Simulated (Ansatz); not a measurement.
In doubt: masses and optical values from hybrid runs of this build are listed as unsure, which bears on the screening that GW takes from such a start.

Rows from a G0W0 calculation on Ga2SbP (ordered model alloy, started on the GaP lattice) (Ima2) (Ansatz 0.2.0; G0W0 on HSE06, plane waves, PAW; PAW set soft_1; 2×2×2 mesh, 319 empty bands, screening to 52 eV, PAW set soft_1 files), in eV. Spin-orbit coupling is left out.

```csv
row,k,band,start,Σx,Σc at the solution,Vxc
A,Γ,v1,8.044,-16.226,1.480,-14.981
B,Γ,c2,8.889,-8.715,-3.485,-12.467
C,Γ,c3,9.264,-7.726,-3.557,-11.438
D,Γ,v3,7.816,-16.258,1.527,-14.964
E,Γ,c1,8.592,-8.922,-3.504,-12.707
F,Γ,v2,7.975,-16.229,1.482,-14.980
```

Give the quasiparticle energies and the shift of each level.

The quasiparticle equation reads E = start + Σx + Σc(E) − Vxc.

```csv
row,E (eV),shift (eV)
A,8.279,+0.234
B,9.156,+0.267
C,9.419,+0.154
D,8.050,+0.233
E,8.873,+0.280
F,8.207,+0.233
```

The gap over the computed points goes from 0.55 eV to 0.59 eV.

Limits: not at the basis limit; no spin-orbit coupling; coarse k mesh.

[Paths, hosts, dates, memory and timing lines, banners, echoed tables and standing remarks are left out of the program output.]

[Logs are printed without paths, hosts, clocks, repeated set-up lines and the standing remarks that a program may print on its own settings, such as how far it seeks lower states.]

[Runs of the session that timed out or met a known fault of the program may be left out.]

[Cells called generated may have been cut or substituted from an entry of the Crystallography Open Database or the Materials Project.]

[Hosts, paths, dates, database ids (printed as entryN), source tags and the programs' standing remarks are cut or masked in the printed files.]
